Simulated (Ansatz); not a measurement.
# Te (P3_121) in Ansatz: further runs

One crystal, Te, is run at these levels: revPBE, LDA; tasks: relaxation of cell and atoms.

All numbers are computed with Ansatz 0.2.0; they aren't measurements. Logs are shortened: lines on timing, memory, paths and dates and some standing lists are left out, and cuts for length are marked.

## (1) The crystal as given

The structure is trigonal, space group P3_121 (No. 152). Conventional cell: a = 4.454 Å, b = 4.454 Å, c = 5.924 Å, α = 90.00°, β = 90.00°, γ = 120.00°. Te (site symmetry 2) has 2 Te at 2.86 Å as nearest neighbours.

## (2) Relaxation of cell and atoms, revPBE

Contents of input.yaml:

```yaml
crystal:
  lattice:
    - [4.454, 0.0, 0.0]
    - [-2.227, 3.8572771485, 0.0]
    - [0.0, 0.0, 5.924]
  atoms:
    - { symbol: Te, position: [0.731, 0.731, 0.0] }
    - { symbol: Te, position: [0.0, 0.269, 0.6666666667] }
    - { symbol: Te, position: [0.269, 0.0, 0.3333333333] }
hamiltonian:
  xc: revpbe
  pseudopotentials: { kind: paw }
kpoints:
  mp_grid: { grid: [7, 7, 5] }
scf:
  occupations: { method: fermi_dirac, width: 0.05 }
output:
  forces: true
  stress: true
  eigenvalues: true
  write_density: true
  write_potential: true
  elf: true
  volumetric_format: npy
relax:
  f_tol: 0.01
  max_steps: 40
  cell: { stress_tol: 0.05 }
```

Potentials or basis: Ansatz PAW.

Command:

```
$ ansatz run input.yaml --threads 2 --pin off --max-ram 5632MiB --backend cpu --events-out ev --progress --plain --runs-dir out
```

What it wrote:

```text
Warning: RAYON_NUM_THREADS=2 ignored (pool sized by the plan → 2); use --threads N
Engine: ansatz 0.2.0, x86_64-unknown-linux-gnu
Pseudopotentials: kind: paw
Pseudopotential: Te, paw, valence charge 16, recommended cutoff 420 eV (normal), Te.paw.azcp
Functional definition: revPBE
  parameter kappa = 1.245
  parameter beta = 0.06672455060314922
  exchange = pbe_x(kappa = kappa, mu = beta*pi^2/3)
  correlation = pbe_c(beta = beta)
Crystal: 3 atoms, lattice volume = 101.776 Å³
Basis set: ecut = 420 eV, 1993 PW (Γ), exchange–correlation on 60×60×80 points (8 copies of the dense FFT grid, shifted against one another)
Bands: 29, of which v1, the nominal top of the filled ones, is band 24 counted from 1 (23 counted from 0)
Symmetry: 6 space group operations
Space group: P3121 (ITA 152), of the structure as read, at distance tolerance 4.7e-5 Å
k-points: 32 of 245 (time reversal used)
Non-local potential: Te, projectors of the file, l = 0: 2, l = 1: 2, l = 2: 2, l = 3: 2
PAW form: soft (Blöchl's): semilocal exchange-correlation on the pseudo side does not see the compensation charge
PAW frozen core: Te, regenerated for the run's functional, and the local potential with it (the file was generated under x = pbe(κ = 0.804, μ = 0.2195149727645171), c = pbe(β = 0.06672455060314922))
PAW one-centre angular grid: Te, 590 points (default); XC on 64 Gauss nodes
Initial density: superposition of atomic densities (neutral atoms: chi_scale 0, normalization atom), corrected by the library's trained network
Initial wavefunctions: pseudopotential atomic-orbital guess
Functional: x = revpbe(κ = 1.245, μ = 0.2195149727645171), c = pbe(β = 0.06672455060314922)
SCF iter   1: F=—  HF=-20958.752624 eV  |F-HF|=—  |Δ(HF+E_count)|=         —  Δρ=1.87e-3  dr2=1.96e-3  ethr=1.77e-3  ⟨swp⟩=7.6  Hψ=4294  notcnv=0
preconditioner: auto → Resta (q_TF=auto, 2.407 Å⁻¹)  ε∞=4.2  [insulator: Δε(μ)=0.652 eV  Ē_g=8.666 eV  σ=0.050 eV  W_gap=1.00  n_scr=22 (ndim 8)  ℏωp=15.6 eV  f_vac=0.027  D(μ)=0.00/eV (n_scr^D=0)  ε∞_Penn≈4.2]
SCF iter   2: F=—  HF=-20958.751253 eV  |F-HF|=—  |Δ(HF+E_count)|=   1.37e-3  Δρ=9.16e-4  dr2=5.19e-4  ethr=4.08e-6  ⟨swp⟩=2.4  Hψ=1973  notcnv=0  defer=1
SCF iter   3: F=—  HF=-20958.751774 eV  |F-HF|=—  |Δ(HF+E_count)|=   5.21e-4  Δρ=4.85e-4  dr2=1.58e-4  ethr=1.08e-6  ⟨swp⟩=2.1  Hψ=1120  notcnv=0  defer=1
SCF iter   4: F=—  HF=-20958.751989 eV  |F-HF|=—  |Δ(HF+E_count)|=   2.15e-4  Δρ=5.09e-5  dr2=3.14e-6  ethr=3.29e-7  ⟨swp⟩=2.0  Hψ=1216  notcnv=0  defer=1
SCF iter   5: F=—  HF=-20958.752007 eV  |F-HF|=—  |Δ(HF+E_count)|=   1.86e-5  Δρ=1.63e-5  dr2=3.50e-7  ethr=6.54e-9  ⟨swp⟩=3.0  Hψ=1722  notcnv=0  defer=1
SCF iter   6: F=-20958.752008 eV  HF=-20958.752008 eV  |F-HF|=3.33e-8  |Δ(HF+E_count)|=   6.67e-7  Δρ=4.02e-6  dr2=1.61e-8  ethr=2.08e-10  ⟨swp⟩=12.3  Hψ=6759  notcnv=0
SCF 1 converged in 6 iterations: F = -20958.752008 eV  dr2 = 1.61e-8
relax step   1: F+E_penalty+E_count = -20958.75200804 eV  Δ(F+E_penalty+E_count) = +0.000e0 eV  max|allowed force component| = 1.479e-1 eV/Å  Δτ_max = 0.0000 Å  P = +2.403 GPa  Ω = 101.776 Å³  (6 SCF iters, dr2 threshold 1.00e-7 eV, accepted)
Crystal: 3 atoms, lattice volume = 110.524 Å³
Basis set: ecut = 420 eV, 2211 PW (Γ), exchange–correlation on 60×60×80 points (8 copies of the dense FFT grid, shifted against one another)
Initial density: handed on by an earlier stage of this run
Initial wavefunctions: those handed on with the density
iter 1 solved again at ethr=6.02e-6 eV; its pass at ethr=3.10e-3 eV (dr2=2.89e-3 eV) is discarded
SCF iter   1: F=—  HF=-20958.780293 eV  |F-HF|=—  |Δ(HF+E_count)|=         —  Δρ=1.35e-3  dr2=2.40e-3  ethr=6.02e-6  ⟨swp⟩=3.0  Hψ=6025  notcnv=0
preconditioner: auto → Resta (q_TF=auto, 2.374 Å⁻¹)  ε∞=4.2  [insulator: Δε(μ)=0.676 eV  Ē_g=8.378 eV  σ=0.050 eV  W_gap=1.00  n_scr=22 (ndim 8)  ℏωp=15.0 eV  f_vac=0.047  D(μ)=0.00/eV (n_scr^D=0)  ε∞_Penn≈4.2]
SCF iter   2: F=—  HF=-20958.780357 eV  |F-HF|=—  |Δ(HF+E_count)|=   6.39e-5  Δρ=8.34e-4  dr2=1.00e-3  ethr=5.00e-6  ⟨swp⟩=1.0  Hψ=928  notcnv=0
SCF iter   3: F=—  HF=-20958.780568 eV  |F-HF|=—  |Δ(HF+E_count)|=   2.11e-4  Δρ=1.51e-4  dr2=4.26e-5  ethr=2.08e-6  ⟨swp⟩=2.0  Hψ=1208  notcnv=0
SCF iter   4: F=—  HF=-20958.780635 eV  |F-HF|=—  |Δ(HF+E_count)|=   6.72e-5  Δρ=6.83e-5  dr2=6.28e-6  ethr=8.87e-8  ⟨swp⟩=2.0  Hψ=1216  notcnv=0
SCF iter   5: F=-20958.780656 eV  HF=-20958.780655 eV  |F-HF|=1.04e-6  |Δ(HF+E_count)|=   1.98e-5  Δρ=1.28e-5  dr2=2.09e-7  ethr=6.25e-10  ⟨swp⟩=11.0  Hψ=6991  notcnv=0
SCF 2 converged in 5 iterations: F = -20958.780656 eV  dr2 = 2.09e-7
relax step   2: F+E_penalty+E_count = -20958.78065601 eV  Δ(F+E_penalty+E_count) = -2.865e-2 eV  max|allowed force component| = 2.378e-1 eV/Å  Δτ_max = 0.0030 Å  P = -1.078 GPa  Ω = 110.524 Å³  energy of the carried Pulay correction = -1.238e-3 eV  (5 SCF iters, dr2 threshold 3.00e-7 eV, accepted)
Crystal: 3 atoms, lattice volume = 108.719 Å³
[... 66 lines left out ...]
Initial wavefunctions: pseudopotential atomic-orbital guess (no wavefunctions were taken with the density)
iter 1 solved again at ethr=5.14e-7 eV; its pass at ethr=3.10e-3 eV (dr2=2.47e-4 eV) is discarded
SCF iter   1: F=—  HF=-20958.804899 eV  |F-HF|=—  |Δ(HF+E_count)|=         —  Δρ=4.12e-4  dr2=6.04e-6  ethr=5.14e-7  ⟨swp⟩=3.0  Hψ=6593  notcnv=0
preconditioner: auto → Resta (q_TF=auto, 2.359 Å⁻¹)  ε∞=4.0  [insulator: Δε(μ)=0.831 eV  Ē_g=8.466 eV  σ=0.050 eV  W_gap=1.00  n_scr=22 (ndim 8)  ℏωp=14.7 eV  f_vac=0.057  D(μ)=0.00/eV (n_scr^D=0)  ε∞_Penn≈4.0]
SCF iter   2: F=—  HF=-20958.809319 eV  |F-HF|=—  |Δ(HF+E_count)|=   4.42e-3  Δρ=2.08e-4  dr2=1.27e-6  ethr=1.26e-8  ⟨swp⟩=3.1  Hψ=1862  notcnv=0
SCF iter   3: F=—  HF=-20958.810805 eV  |F-HF|=—  |Δ(HF+E_count)|=   1.49e-3  Δρ=2.61e-5  dr2=5.65e-8  ethr=2.64e-9  ⟨swp⟩=3.2  Hψ=1873  notcnv=0
SCF iter   4: F=—  HF=-20958.810827 eV  |F-HF|=—  |Δ(HF+E_count)|=   2.20e-5  Δρ=1.84e-6  dr2=8.19e-9  ethr=1.18e-10  ⟨swp⟩=2.0  Hψ=1217  notcnv=0
SCF iter   5: F=—  HF=-20958.810827 eV  |F-HF|=—  |Δ(HF+E_count)|=   3.37e-9  Δρ=1.15e-6  dr2=2.93e-9  ethr=1.71e-11  ⟨swp⟩=2.0  Hψ=1174  notcnv=0
SCF iter   6: F=—  HF=-20958.810827 eV  |F-HF|=—  |Δ(HF+E_count)|=   1.42e-8  Δρ=2.38e-7  dr2=4.07e-11  ethr=6.11e-12  ⟨swp⟩=2.0  Hψ=1217  notcnv=0
SCF iter   7: F=-20958.810827 eV  HF=-20958.810827 eV  |F-HF|=3.64e-12  |Δ(HF+E_count)|=  6.29e-10  Δρ=6.34e-8  dr2=6.88e-12  ethr=1.00e-12  ⟨swp⟩=7.0  Hψ=4051  notcnv=0
SCF 9 converged in 7 iterations: F = -20958.810827 eV  dr2 = 6.88e-12
relax step   9: F+E_penalty+E_count = -20958.81082747 eV  Δ(F+E_penalty+E_count) = -1.634e-3 eV  max|allowed force component| = 1.486e-3 eV/Å  Δτ_max = 0.0000 Å  P = +0.016 GPa  Ω = 114.781 Å³  stress off target by 1.67e-2 GPa  SCF on the basis re-selected at this cell (its energy is not comparable with the rows above)  (7 SCF iters)
basis re-selected at this cell: Δ(F+E_penalty+E_count) = -1.634e-3 eV, ΔP = +0.001 GPa vs the last step (what re-selecting the basis moved, of the pressure what is left beyond the Pulay correction that the steps carried, after the strain that the cell walked since its last selection, with what the two solves' SCF thresholds leave and, on support functions, any second-order correction that the steps lacked; it is no measure of the basis error at this ecutwfc). The dense FFT grid was sized anew with the basis: this SCF ran on 32×32×40 points, the steps before it on 30×30×40, so part of this shift can come from that change (see relax.cell in the input reference). This SCF's stress stands 1.67e-2 GPa from its target on what of the cell is left free (relax.cell.stress_tol is 5.00e-2 GPa) and its largest allowed force component is 1.49e-3 eV/Å (relax.f_tol is 1.00e-2 eV/Å): within both
SCF converged after 7 iterations
Free energy (F): -20958.810827 eV
Harris-Foulkes:  -20958.810827 eV  (|F-HF|=3.64e-12)
Internal energy: -20958.810811 eV  (E = F + TS)
E sigma→0 (E₀):  -20958.810819 eV
Entropy (-TS):   -0.000016 eV (-0.005 meV/atom)
Fermi energy:    7.416526 eV
--- Per-component energies (eV) ---
  E_band       = -865.919788
  E_kinetic    = 537.548592
  E_local      = -4218.946808  (includes V_loc(G=0)·N_el)
  E_nonlocal   = -933.354229
  E_hartree    = 2597.515796
  E_xc         = -371.224440
  E_vxc        = -309.171138  (∫ρ·V_xc dr)
  E_paw        = -14004.890942  (= ΣΔE_a)
  E_vpaw       = -1137.027390  (= ΣTr[D̂ρ^β])
  E_aug_tail   = -0.000501  (compensation charges beyond the density's cutoff)
  E_ewald      = -4565.374817
  E_core_change = -0.083463  (= ΣΔE_core)
  E_smearing   = -0.000016  (= −TS)
  E_closure    = 0.000000  (closes the sum)
  Σ components = -20958.810827   (vs F -20958.810827, Δ=0.00e0)
--- Forces (eV/Å), atoms counted from 1 ---
  atom   1  Te    -0.00074287    -0.00128670     0.00000000
  atom   2  Te    -0.00074287     0.00128670    -0.00000000
  atom   3  Te     0.00148575     0.00000000     0.00000000
  max |Σ_I F_I| component: 4.63e-18 eV/Å
--- Stress (GPa, compression-positive) ---
        0.016714       0.000000       0.000000
       -0.000000       0.016714       0.000000
        0.000000       0.000000       0.014339
  P = ⅓ Tr σ = 0.0159 GPa (0.159 kbar)
--- Band table (eV; the first three rows and the last of 32) ---
  k-point 0: bands = ["-30.1133", "-30.1133", "-30.0662", "-30.0612", "-30.0612", "-29.9931", "-29.8953", "-29.8905", "-29.8905", "-29.8576", "-29.8576", "-29.8561", "-29.8295", "-29.7978", "-29.7978", "-5.9157", "-2.8796", "-2.8796", "4.1294", "4.2454", "4.2454", "5.5889", "5.5889", "6.5517", "8.2170", "8.2170", "8.6308", "12.3759", "12.3759"]
  k-point 1: bands = ["-30.1282", "-30.0952", "-30.0673", "-30.0665", "-30.0524", "-30.0003", "-29.8953", "-29.8929", "-29.8877", "-29.8590", "-29.8565", "-29.8561", "-29.8260", "-29.8022", "-29.7955", "-5.7782", "-3.8617", "-1.9220", "3.8379", "4.2132", "4.5272", "5.5885", "5.7471", "6.4487", "8.0250", "8.0616", "8.3392", "12.2240", "12.9518"]
  k-point 2: bands = ["-30.1363", "-30.0799", "-30.0713", "-30.0691", "-30.0377", "-30.0179", "-29.8951", "-29.8945", "-29.8859", "-29.8600", "-29.8560", "-29.8559", "-29.8178", "-29.8090", "-29.7947", "-5.3723", "-4.7192", "-1.2664", "3.4837", "4.4150", "4.5803", "5.8038", "5.9190", "6.1574", "7.7991", "7.8663", "7.9143", "11.8161", "12.6361"]
  k-point 31: bands = ["-30.1358", "-30.0786", "-30.0706", "-30.0681", "-30.0374", "-30.0176", "-29.8960", "-29.8947", "-29.8850", "-29.8620", "-29.8555", "-29.8545", "-29.8239", "-29.8131", "-29.7875", "-4.7623", "-4.2746", "-2.4394", "2.4926", "2.7688", "3.1842", "5.7695", "6.5610", "6.9448", "7.9558", "8.8222", "9.2200", "12.5554", "13.3244"]
--- Relaxed structure (8 steps of the walk, 8 accepted, 1 SCFs on fresh bases) ---
  F+E_penalty+E_count = -20958.81082747 eV   max|allowed force component| = 1.486e-3 eV/Å   (the final SCF, on the basis selected at the relaxed cell)
  cell:  # Å, volume = 114.7809 Å³
    - [4.734175959313004, 0.0, 0.0]
    - [-2.367087979656502, 4.099916646750626, 2.1215081165981734e-33]
    - [0.0, 3.2582087309144363e-33, 5.913574076946229]
  atoms:
    - { symbol: Te, position: [0.7480626912481437, 0.7480626912481438, 2.6008507014007233e-34] }
    - { symbol: Te, position: [2.7755575615628914e-17, 0.2519373087518564, 0.6666666666666665] }
    - { symbol: Te, position: [0.2519373087518563, -7.495457759460007e-20, 0.33333333333333326] }
```

Run time: 53 s. Hardware: 2 threads of Intel Xeon at 2.70GHz, shared host; peak memory 0.44 GiB.

Results:

```
Free energy                            : -20958.8108 eV
Relaxed volume                         : 38.26 Å³/atom
Relaxed cell                           : a = 4.734 Å, b = 4.734 Å, c = 5.914 Å, α = 90.00°, β = 90.00°, γ = 120.00°
Space group after relaxing (to 0.05 Å) : P3_121 (No. 152)
Energy gained by relaxing              : 19.6 meV/atom
Ionic steps                            : 9
Pressure after relaxing                : 0.0 GPa
Band gap on the k mesh                 : 0.83 eV, indirect (least direct gap 1.01 eV)
```

The path:
| step | energy change (eV) | largest force (eV/Å) | volume (Å³) |
| --- | --- | --- | --- |
| 1 | 0.0000 | 0.1479 | 101.78 |
| 2 | -0.0286 | 0.2378 | 110.52 |
| 3 | -0.0448 | 0.1077 | 108.72 |
| 4 | -0.0472 | 0.1127 | 109.20 |
| 5 | -0.0523 | 0.0340 | 109.96 |
| 6 | -0.0545 | 0.0163 | 112.40 |
| 7 | -0.0572 | 0.0011 | 114.27 |
| 8 | -0.0572 | 0.0017 | 114.78 |
| 9 | -0.0588 | 0.0015 | 114.78 |

Final structure:
```
Te
1.0
     4.73418    0.00000    0.00000
    -2.36709    4.09992    0.00000
     0.00000    0.00000    5.91357
Te
3
Direct
  0.74806 0.74806 0.00000
  0.00000 0.25194 0.66667
  0.25194 0.00000 0.33333
```

Levels at points of the mesh, in eV from the valence-band top:
| k point | band 22 | band 23 | band 24 | band 25 | band 26 | band 27 |
| --- | --- | --- | --- | --- | --- | --- |
| (0.00, 0.00, 0.00) | -1.38 | -1.38 | -0.42 | 1.25 | 1.25 | 1.66 |

Caveat: odd divisions of the mesh miss points on the zone boundary, where band edges often lie, so the gap on the mesh can be too wide; the plane-wave basis is chosen anew once the cell has moved, so the energies of steps on either side of that aren't comparable; spin-orbit coupling is left out, which moves the levels of the heavy elements; the volume moved by +13 % from the deposited cell, more than functionals usually miss; the PAW data sets come from PBE, with cores solved anew for the run's functional, which leaves a small shift of forces and pressure. Zero-point motion and thermal expansion aren't in these numbers.

(Part 1 of 2 ends here.)
